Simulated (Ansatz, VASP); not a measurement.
# Nb (Nb wire along [100], 5 atoms a period) in two plane-wave programs, part 2 of 2

Aim: how closely do two programs agree when they are given the same cell, functional and k mesh? Of the first pair: The structure shown is the start of the Ansatz relaxation below; VASP solves that cell, so the two are compared at the walk's first step.

VASP 6.6.1 and Ansatz 0.2.0.

So far: Set-up; Ansatz: relaxation, PBE; VASP: single point, PBE, start cell, pair 1.

**4. Differences**

Known differences besides the potentials themselves: the cutoff is 420 eV in Ansatz and 400 eV in VASP. Total energies have different zeros and are not compared.

Forces (eV/Å; atoms numbered as in POSCAR):

```csv
atom,"Ansatz x, y, z","VASP x, y, z"
Nb1,"0.000, 0.000, 0.000","0.000, 0.000, 0.000"
Nb2,"2.127, 2.127, 0.000","2.132, 2.132, 0.000"
Nb3,"2.127, -2.127, 0.000","2.132, -2.132, 0.000"
Nb4,"-2.127, 2.127, 0.000","-2.132, 2.132, 0.000"
Nb5,"-2.127, -2.127, 0.000","-2.132, -2.132, 0.000"
```

The forces differ by 4.2 meV/Å r.m.s., which is 0.3 % of the r.m.s. force of 1.557 eV/Å (both taken over all components).

**5. Ansatz: relaxation, PBE**

This run makes the geometry at which the two programs are then compared. The cell compared in this pair holds 320.88 Å³, against 338.32 Å³ for the pair before.

The structure compared here is the end of the Ansatz relaxation.

The input, input.yaml:

```yaml
crystal:
  lattice:
    - [10.11, 0.0, 0.0]
    - [0.0, 10.11, 0.0]
    - [0.0, 0.0, 3.31]
  atoms:
    - { symbol: Nb, position: [0.5, 0.5, 0.0] }
    - { symbol: Nb, position: [0.336300692, 0.336300692, 0.5] }
    - { symbol: Nb, position: [0.336300692, 0.663699308, 0.5] }
    - { symbol: Nb, position: [0.663699308, 0.336300692, 0.5] }
    - { symbol: Nb, position: [0.663699308, 0.663699308, 0.5] }
kpoints:
  mp_grid: { grid: [1, 1, 25] }
scf:
  occupations: { method: fermi_dirac, width: 0.05 }
hamiltonian:
  xc: pbe
  pseudopotentials: { kind: paw, azcp: { folder: soft_1 } }
relax:
  cell: { fix: [a, b, alpha, beta, gamma] }
  max_steps: 45
  f_tol: 0.03
```

On the command line:

```sh
> ansatz run input.yaml --threads 4 --pin off --max-ram 16384MiB --backend cpu --events-out ev --progress --plain --runs-dir out
```

Numbers of over 12 decimals in the logs are rounded to 6 here.

What it wrote:

```text
[...]
Crystal: 5 atoms, lattice volume = 338.322 Å³
Basis set: ecut = 420 eV, 6639 PW (Γ), exchange–correlation on 144×144×48 points (8 copies of the dense FFT grid, shifted against one another)
Bands: 39, of which v1, the nominal top of the filled ones, is band 33 counted from 1 (32 counted from 0)
Symmetry: 16 space group operations
[...]
k-points: 13 of 25
[...]
--- Relaxed structure (5 steps of the walk, 5 accepted, 1 SCFs on fresh bases) ---
[...]
cell:  # Å, volume = 320.8841 Å³
    - [10.11, 0.0, 0.0]
    - [0.0, 10.11, 0.0]
    - [0.0, 0.0, 3.139395]
  atoms:
    - { symbol: Nb, position: [0.5, 0.5, 0.0] }
    - { symbol: Nb, position: [0.354978, 0.354978, 0.5] }
    - { symbol: Nb, position: [0.354978, 0.645022, 0.5] }
    - { symbol: Nb, position: [0.645022, 0.354978, 0.5] }
    - { symbol: Nb, position: [0.645022, 0.645022, 0.5] }
[key lines of the parts left out:]
SCF converged after 7 iterations
Free energy (F): -22750.624303 eV
Fermi energy:    2.897545 eV
P = ⅓ Tr σ = -0.1451 GPa (-1.451 kbar)
```

**6. VASP: single point, PBE, relaxed cell, pair 2**

The same cell, functional, mesh and smearing now go to VASP, with its own data sets.

The input, INCAR:

```
SYSTEM = Nb
PREC = Accurate
ENCUT = 500
EDIFF = 1E-06
NELM = 120
ISMEAR = -1
SIGMA = 0.05
LREAL = .FALSE.
ALGO = Normal
GGA = PE
NBANDS = 40
LASPH = .TRUE.
LORBIT = 11
LWAVE = .FALSE.
LCHARG = .FALSE.
ISIF = 2
GGA_COMPAT = .FALSE.
KPAR = 2
```

The input, POSCAR:

```
Nb
1.0
   10.1100000000      0.0000000000      0.0000000000
    0.0000000000     10.1100000000      0.0000000000
    0.0000000000      0.0000000000      3.1393947362
Nb
5
Direct
    0.5000000000      0.5000000000      0.0000000000
    0.3549784941      0.3549784941      0.5000000000
    0.3549784941      0.6450215059      0.5000000000
    0.6450215059      0.3549784941      0.5000000000
    0.6450215059      0.6450215059      0.5000000000
```

The input, KPOINTS:

```
Automatic mesh
0
Gamma
1 1 25
0 0 0
```

The projector-augmented-wave data sets are Nb_sv (PBE family, release 64).

On the command line:

```sh
> mpirun -np 2 vasp_std
```

What it wrote:

```text
[... set-up lines as in an earlier step ...]
 entering main loop
       N       E                     dE             d eps       ncg     rms          rms(c)
DAV:   1     0.641890906553E+03    0.64189E+03   -0.34656E+04  1392   0.137E+03
DAV:   2     0.302274666112E+02   -0.61166E+03   -0.58943E+03  1336   0.525E+02
DAV:   3    -0.407030498057E+02   -0.70931E+02   -0.69289E+02  1712   0.110E+02
DAV:   4    -0.480337910626E+02   -0.73307E+01   -0.71656E+01  1808   0.353E+01
[...]
DAV:  17    -0.401307657149E+02   -0.21607E-04   -0.68793E-05  1432   0.370E-02    0.554E-03
DAV:  18    -0.401307708766E+02   -0.51616E-05   -0.20510E-05  1304   0.198E-02    0.271E-03
DAV:  19    -0.401307711273E+02   -0.25073E-06   -0.66787E-06  1320   0.128E-02
   1 F= -.40130771E+02 E0= -.40088070E+02  d E =-.854026E-01
```

From OUTCAR (step 6):

```text
  Total       -0.5612192     -0.5612192     -0.2536417      0.0000000      0.0000000      0.0000000
  in kB       -2.8021725     -2.8021725     -1.2664354      0.0000000      0.0000000      0.0000000
  external PRESSURE =      -2.2902601 kB  Pullay stress =       0.0000000 kB

 POSITION                                       TOTAL-FORCE (eV/Angst)
 -----------------------------------------------------------------------------------
      5.05500      5.05500      0.00000         0.000000      0.000000      0.000000
      3.58883      3.58883      1.56970         0.024175      0.024175      0.000000
      3.58883      6.52117      1.56970         0.024175     -0.024175     -0.000000
      6.52117      3.58883      1.56970        -0.024175      0.024175      0.000000
      6.52117      6.52117      1.56970        -0.024175     -0.024175      0.000000
 -----------------------------------------------------------------------------------
    total drift:                                0.000000     -0.000000     -0.000000

  FREE ENERGIE OF THE ION-ELECTRON SYSTEM (eV)
  ---------------------------------------------------
  free  energy   TOTEN  =       -40.1307711273 eV

  energy  without entropy=      -40.0453684783  energy(sigma->0) =      -40.08806980

[... 1 part as in an earlier step ...]

[... 2 further parts left out ...]
[key lines of the parts left out:]
E-fermi :   1.0375
```

**7. Comparison**

What differs besides the data sets and the points named for the pairs above, as far as they apply: the cutoff is 420 eV in Ansatz and 500 eV in VASP; Ansatz's pressure holds a Pulay correction, VASP's none. Total energies have different zeros and are not compared.

Both answers:

```csv
quantity,Ansatz,VASP,difference
pressure (GPa),-0.15,-0.23,+0.08
```

At this near-relaxed geometry the largest component of a force difference is 10 meV/Å.

**8. What came out**

- r.m.s. force difference (single point, PBE, start cell, pair 1): 0.27 % of the r.m.s. force
- difference in pressure (single point, PBE, relaxed cell, pair 2): 0.084 GPa
- r.m.s. force difference (single point, PBE, relaxed cell, pair 2): 7.3 meV/Å

What this shows: The r.m.s. force difference is 7.3 meV/Å (single point, PBE, relaxed cell, pair 2), within the 12 meV/Å picked in this series as the mark of a large difference. Such differences can come from data sets, numerical settings and the points named under the comparisons, not from the functional's error against experiment.

[Lines on the potential files, build, host, timing and source positions are cut from VASP's logs without a mark.]

[Logs are printed without paths, hosts, clocks, repeated set-up lines and the standing remarks that a program may print on its own settings, such as how far it seeks lower states.]

[Hosts, paths, dates, database ids (printed as entryN), source tags and the programs' standing remarks are cut or masked in the printed files.]
